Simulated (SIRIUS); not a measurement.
# KTaO3 (Pm-3m) in SIRIUS: notebook

One crystal, KTaO3, is run at these levels: LDA, PBEsol; tasks: single point.

Program: SIRIUS 7.12.0. These are calculated values, not measurements. Logs are shortened: lines on timing, memory, paths and dates and some standing lists are left out, and cuts for length are marked. The log counts tension as positive stress, the text compression.

## 1. The crystal as given

Symmetry: Pm-3m, No. 221, cubic system. Conventional cell: a = 3.988 Å, b = 3.988 Å, c = 3.988 Å, α = 90.00°, β = 90.00°, γ = 90.00°. Around Ta (site symmetry m-3m) lie 6 O at 1.99 Å. Around K (site symmetry m-3m) lie 12 O at 2.82 Å. O (site symmetry 4/mmm) is surrounded by 2 Ta at 1.99 Å.

## 2. Single point, LDA

The input, sirius.json:

```json
{
  "control": {
    "processing_unit": "cpu",
    "verbosity": 2,
    "num_bands_to_print": 29,
    "print_forces": true,
    "print_stress": true
  },
  "parameters": {
    "electronic_structure_method": "pseudopotential",
    "xc_functionals": ["XC_LDA_X", "XC_LDA_C_PW"],
    "gk_cutoff": 9.2,
    "pw_cutoff": 18.4,
    "ngridk": [5, 5, 5],
    "shiftk": [0, 0, 0],
    "smearing": "fermi_dirac",
    "smearing_width": 0.0018374661,
    "num_bands": 29,
    "num_mag_dims": 0,
    "num_dft_iter": 100,
    "energy_tol": 1e-08,
    "density_tol": 1e-06
  },
  "iterative_solver": {
    "type": "davidson",
    "min_tolerance": 1e-10
  },
  "mixer": {
    "type": "anderson",
    "beta": 0.7,
    "max_history": 8
  },
  "settings": {
    "tol_ne": 1e-10,
    "pseudo_grid_cutoff": 6.5
  },
  "unit_cell": {
    "lattice_vectors": [
      [7.536794702845, 0.0, 0.0],
      [0.0, 7.536794702845, 0.0],
      [0.0, 0.0, 7.536794702845]
    ],
    "atom_coordinate_units": "lattice",
    "atom_types": ["Ta", "K", "O"],
    "atom_files": {
      "O": "O.json",
      "Ta": "Ta.json",
      "K": "K.json"
    },
    "atoms": {
      "Ta": [
        [0.0, 0.0, 0.0]
      ],
      "K": [
        [0.5, 0.5, 0.5]
      ],
      "O": [
        [0.0, 0.0, 0.5],
        [0.0, 0.5, 0.0],
        [0.5, 0.0, 0.0]
      ]
    }
  }
}
```

Potentials or basis: PseudoDojo 0.4.1 PBE standard (scalar relativistic).

On the command line:

```console
> upf_to_json O.upf
> upf_to_json Ta.upf
> upf_to_json K.upf
> OMP_NUM_THREADS=1 sirius.scf --input=sirius.json --output=out.json --task=0
```

Standard output:

```text
[info] SIRIUS version : 7.12.0
[info] number of MPI ranks           : 1
[info] MPI grid                      : 1 1
[info] maximum number of OMP threads : 1
[fft] FFT context for density and potential
[fft] =====================================
[fft]   comm size                             : 1
[fft]   plane wave cutoff                     : 18.4
[fft]   grid size                             : 48 48 48   total : 110592
[fft]   grid limits                           : -23 24   -23 24   -23 24
[fft]   number of G-vectors within the cutoff : 22513
[fft]   local number of G-vectors             : 22513
[fft]   number of G-shells                    : 1186
[fft] FFT context for coarse grid
[fft] =====================================
[fft]   comm size                             : 1
[fft]   plane wave cutoff                     : 18.4
[fft]   grid size                             : 48 48 48   total : 110592
[fft]   grid limits                           : -23 24   -23 24   -23 24
[fft]   number of G-vectors within the cutoff : 22513
[fft]   local number of G-vectors             : 22513
[fft]   number of G-shells                    : 1186
[unit cell] lattice vectors
[unit cell]   a1 :       7.5367947028      0.0000000000      0.0000000000
[unit cell]   a2 :       0.0000000000      7.5367947028      0.0000000000
[unit cell]   a3 :       0.0000000000      0.0000000000      7.5367947028
[unit cell] reciprocal lattice vectors
[unit cell]   b1 :       0.8336680983      0.0000000000      0.0000000000
[unit cell]   b2 :       0.0000000000      0.8336680983      0.0000000000
[unit cell]   b3 :       0.0000000000      0.0000000000      0.8336680983
[unit cell] unit cell volume :       428.11461755 [a.u.^3]
[unit cell] 1/sqrt(omega)    :         0.04833035
[unit cell] MT volume        :         0.00000000 ( 0.00%)
[unit cell] IT volume        :       428.11461755 (100.00%)
[unit cell] number of atom types : 3
[unit cell] type id : 0 symbol : Ta mt_radius :  14.490000 num_atoms : 1
[unit cell] type id : 1 symbol :  K mt_radius :  22.210000 num_atoms : 1
[unit cell] type id : 2 symbol :  O mt_radius :   9.350000 num_atoms : 3
[unit cell] total number of atoms : 5
[unit cell] number of symmetry classes : 3
[unit cell] number of PAW atoms : 0
[unit cell] atom id  type id  class id             position                      vector_field
[unit cell] ------------------------------------------------------------------------------------------
[unit cell]      0        0        0      0.00000   0.00000   0.00000      0.00000   0.00000   0.00000
[unit cell]      1        1        1      0.50000   0.50000   0.50000      0.00000   0.00000   0.00000
[unit cell]      2        2        2      0.00000   0.00000   0.50000      0.00000   0.00000   0.00000
[unit cell]      3        2        2      0.00000   0.50000   0.00000      0.00000   0.00000   0.00000
[unit cell]      4        2        2      0.50000   0.00000   0.00000      0.00000   0.00000   0.00000
[unit cell] atom id         position (Cartesian, a.u.)
[unit cell] ---------------------------------------------
[unit cell]      0       0.000000    0.000000    0.000000
[unit cell]      1       3.768397    3.768397    3.768397
[unit cell]      2       0.000000    0.000000    3.768397
[... 376 lines left out ...]
[diagonalize] ik:    6   -2.155058   -0.930768   -0.930731   -0.930731   -0.681121   -0.314176   -0.293343   -0.293343   -0.081568   -0.081568   -0.074953    0.177928    0.188126    0.188126    0.214596    0.214596    0.215569    0.275975    0.275975    0.284590    0.448888    0.454459    0.454459    0.608813    0.635822    0.635822    0.652017    0.652018    0.715287
[diagonalize] ik:    7   -2.155046   -0.932694   -0.930668   -0.930651   -0.680666   -0.309263   -0.292466   -0.274646   -0.082950   -0.080589   -0.076141    0.120502    0.172928    0.188103    0.189539    0.192857    0.217428    0.274997    0.277342    0.287140    0.455643    0.497215    0.499713    0.638827    0.641989    0.665317    0.672750    0.700543    0.713588
[diagonalize] ik:    8   -2.155034   -0.932602   -0.932593   -0.930579   -0.680320   -0.300473   -0.275649   -0.274234   -0.084255   -0.083857   -0.079218    0.118971    0.122400    0.155644    0.185186    0.189195    0.197860    0.280655    0.282526    0.305385    0.499690    0.501382    0.530944    0.640744    0.669762    0.684925    0.686473    0.702765    0.740461
[diagonalize] ik:    9   -2.155022   -0.932516   -0.932506   -0.932506   -0.679973   -0.276781   -0.272532   -0.272532   -0.089138   -0.089138   -0.086024    0.118655    0.122697    0.122697    0.165093    0.171143    0.171143    0.303741    0.303741    0.307415    0.530707    0.534272    0.534272    0.646888    0.647101    0.647102    0.712782    0.738932    0.759629
[find] Charges and magnetic moments
[find] --------------------------------------------------------------------------------
[find] total charge          : 40.000000
[find] Energy
[find] --------------------------------------------------------------------------------
[find] valence_eval_sum               :      -9.58994759
[find] <rho|V^{XC}>                   :     -30.02738719
[find] <rho|E^{XC}>                   :     -33.27252646
[find] <mag|B^{XC}>                   :       0.00000000
[find] <rho|V^{H}>                    :      56.12607397
[find] one-electron contribution      :     -35.68863437 (Ha),     -71.37726875 (Ry)
[find] hartree contribution           :      28.06303698
[find] xc contribution                :     -33.27252646
[find] ewald contribution             :    -103.68223642
[find] PAW contribution               :       0.00000000
[find] smearing (-TS)                 :      -0.00000000
[find] SCF correction                 :       0.00000341
[find] Total energy                   :    -144.58035686 (Ha),    -289.16071372 (Ry)
[find] Free energy (E-TS)             :    -144.58035686 (Ha),    -289.16071372 (Ry)
[find] band gap (eV)                  :       2.16546755
[find] Efermi                         :       0.34850281
[find] iteration : 17, RMS (target) : 7.3452e-07 (1.0000e-06) , energy difference (target) : -1.1146e-09 (1.0000e-08)
[find] bands are converged : true
[find] iterative solver converged : false
[find] converged after 18 SCF iterations!
[find] Charges and magnetic moments
[find] --------------------------------------------------------------------------------
[find] total charge          : 40.000000
[find] Energy
[find] --------------------------------------------------------------------------------
[find] valence_eval_sum               :      -9.58994759
[find] <rho|V^{XC}>                   :     -30.02738719
[find] <rho|E^{XC}>                   :     -33.27252646
[find] <mag|B^{XC}>                   :       0.00000000
[find] <rho|V^{H}>                    :      56.12607397
[find] one-electron contribution      :     -35.68863437 (Ha),     -71.37726875 (Ry)
[find] hartree contribution           :      28.06303698
[find] xc contribution                :     -33.27252646
[find] ewald contribution             :    -103.68223642
[find] PAW contribution               :       0.00000000
[find] smearing (-TS)                 :      -0.00000000
[find] SCF correction                 :       0.00000341
[find] Total energy                   :    -144.58035686 (Ha),    -289.16071372 (Ry)
[find] Free energy (E-TS)             :    -144.58035686 (Ha),    -289.16071372 (Ry)
[find] band gap (eV)                  :       2.16546755
[find] Efermi                         :       0.34850281
[ground_state] === stress tensor components [kbar] ===
[ground_state] === stress_kin ===
[ground_state] -27537.536253    0.000000    0.000000
[ground_state]     0.000000-27537.536253    0.000000
[ground_state]     0.000000    0.000000-27537.536253
[ground_state] === stress_har ===
[ground_state] -6428.519461    0.000000   -0.000000
[ground_state]     0.000000-6428.519461    0.000000
[ground_state]    -0.000000    0.000000-6428.519461
[ground_state] === stress_ewald ===
[ground_state] 23750.931693    0.000000    0.000000
[ground_state]     0.00000023750.931693    0.000000
[ground_state]     0.000000    0.00000023750.931693
[ground_state] === stress_vloc ===
[ground_state]  7903.975825    0.000000   -0.000000
[ground_state]     0.000000 7903.975825    0.000000
[ground_state]    -0.000000    0.000000 7903.975825
[ground_state] === stress_xc ===
[ground_state] -2230.133642    0.000000    0.000000
[ground_state]     0.000000-2230.133642    0.000000
[ground_state]     0.000000    0.000000-2230.133642
[ground_state] === stress_core ===
[ground_state]  8113.258779    0.000000    0.000000
[ground_state]     0.000000 8113.258779    0.000000
[ground_state]     0.000000    0.000000 8113.258779
[ground_state] === stress_nonloc ===
[ground_state] -3521.600177    0.000000   -0.000000
[ground_state]     0.000000-3521.600177   -0.000000
[ground_state]    -0.000000   -0.000000-3521.600177
[ground_state] === stress_us_nl ===
[ground_state] -3521.600177    0.000000   -0.000000
[ground_state]     0.000000-3521.600177   -0.000000
[ground_state]    -0.000000   -0.000000-3521.600177
[ground_state] === stress_total ===
[ground_state]    50.376765    0.000000    0.000000
[ground_state]     0.000000   50.376765    0.000000
[ground_state]     0.000000    0.000000   50.376765
[ground_state] ==== total Forces in Ha/bohr =====
[ground_state] atom:    0, force:       0.0000000      0.0000000      0.0000000
[ground_state] atom:    1, force:       0.0000000      0.0000000      0.0000000
[ground_state] atom:    2, force:       0.0000000      0.0000000      0.0000000
[ground_state] atom:    3, force:       0.0000000      0.0000000      0.0000000
[ground_state] atom:    4, force:       0.0000000      0.0000000      0.0000000
[ground_state] ==== ultrasoft contribution from Qij =====
[ground_state] atom:    0, force:       0.0000000      0.0000000      0.0000000
[ground_state] atom:    1, force:       0.0000000      0.0000000      0.0000000
[ground_state] atom:    2, force:       0.0000000      0.0000000      0.0000000
[ground_state] atom:    3, force:       0.0000000      0.0000000      0.0000000
[ground_state] atom:    4, force:       0.0000000      0.0000000      0.0000000
[ground_state] ==== non-local contribution from Beta-projector =====
[ground_state] atom:    0, force:       0.0000000      0.0000000      0.0000000
[ground_state] atom:    1, force:       0.0000000      0.0000000      0.0000000
[ground_state] atom:    2, force:       0.0000000      0.0000000      0.0000000
[ground_state] atom:    3, force:       0.0000000      0.0000000      0.0000000
[ground_state] atom:    4, force:       0.0000000      0.0000000      0.0000000
[ground_state] ==== contribution from local potential =====
[ground_state] atom:    0, force:       0.0000000      0.0000000      0.0000000
[ground_state] atom:    1, force:       0.0000000      0.0000000      0.0000000
[ground_state] atom:    2, force:       0.0000000      0.0000000      0.0000000
[ground_state] atom:    3, force:       0.0000000      0.0000000      0.0000000
[ground_state] atom:    4, force:       0.0000000      0.0000000      0.0000000
[ground_state] ==== contribution from core density =====
[ground_state] atom:    0, force:       0.0000000      0.0000000      0.0000000
[ground_state] atom:    1, force:       0.0000000      0.0000000      0.0000000
[ground_state] atom:    2, force:       0.0000000      0.0000000      0.0000000
[ground_state] atom:    3, force:       0.0000000      0.0000000      0.0000000
[ground_state] atom:    4, force:       0.0000000      0.0000000      0.0000000
[ground_state] ==== Ewald forces from ions =====
[ground_state] atom:    0, force:       0.0000000      0.0000000      0.0000000
[ground_state] atom:    1, force:       0.0000000      0.0000000      0.0000000
[ground_state] atom:    2, force:       0.0000000      0.0000000      0.0000000
[ground_state] atom:    3, force:       0.0000000      0.0000000      0.0000000
[ground_state] atom:    4, force:       0.0000000      0.0000000      0.0000000
[~DFT_ground_state] local op. applied: 11245
[~DFT_ground_state] evp. work count: 1576.14
[~DFT_ground_state] number of iterative solver steps: 529
```

Wall time 54 s (1 thread of AMD EPYC 7R43 (Zen 3), shared host); peak memory 0.34 GiB.

Results:

- Free energy: -3934.2319 eV
- Pressure: -5.0 GPa
- Band gap on the k mesh: 2.17 eV, indirect (least direct gap 2.69 eV)

Caveat: the potentials were made for another functional, which shifts forces and pressure; spin-orbit coupling is left out, which moves the levels of the heavy elements; an odd mesh through Γ misses points on the zone boundary, where band edges often lie. Expect the measured gap to be larger: semilocal functionals such as LDA lack the derivative discontinuity.

## 3. Single point, PBEsol

sirius.json: that of step 2 with these lines changed.

```diff
@@ -10,3 +10,3 @@
     "electronic_structure_method": "pseudopotential",
-    "xc_functionals": ["XC_LDA_X", "XC_LDA_C_PW"],
+    "xc_functionals": ["XC_GGA_X_PBE_SOL", "XC_GGA_C_PBE_SOL"],
     "gk_cutoff": 9.2,
@@ -38,6 +38,7 @@
     "lattice_vectors": [
-      [7.536794702845, 0.0, 0.0],
-      [0.0, 7.536794702845, 0.0],
-      [0.0, 0.0, 7.536794702845]
+      [1.0, 0.0, 0.0],
+      [0.0, 1.0, 0.0],
+      [0.0, 0.0, 1.0]
     ],
+    "lattice_vectors_scale": 7.5367947028,
     "atom_coordinate_units": "lattice",
```

Potentials or basis: PseudoDojo 0.4.1 PBE standard (scalar relativistic).

On the command line:

```console
> upf_to_json O.upf
> upf_to_json Ta.upf
> upf_to_json K.upf
> OMP_NUM_THREADS=1 sirius.scf --input=sirius.json --output=out.json --task=0
```

Run time: 76 s. Hardware: 1 thread of AMD EPYC 7R43 (Zen 3), shared host; peak memory 0.35 GiB.

The run converged. Its results:

* Free energy: -3936.2551 eV
* Pressure: -0.9 GPa
* Band gap on the k mesh: 2.26 eV, indirect (least direct gap 2.78 eV)

Levels at points of the mesh, in eV from the valence-band top:
| k point | band 16 | band 17 | band 18 | band 19 | band 20 | band 21 | band 22 | band 23 | band 24 | band 25 |
| --- | --- | --- | --- | --- | --- | --- | --- | --- | --- | --- |
| (0.00, 0.00, 0.00) | -0.96 | -0.96 | -0.52 | -0.52 | -0.52 | 2.26 | 2.26 | 2.26 | 6.56 | 6.91 |

Caveat: the potentials were made for another functional, which shifts forces and pressure; spin-orbit coupling is left out, which moves the levels of the heavy elements; an odd mesh through Γ misses points on the zone boundary, where band edges often lie.
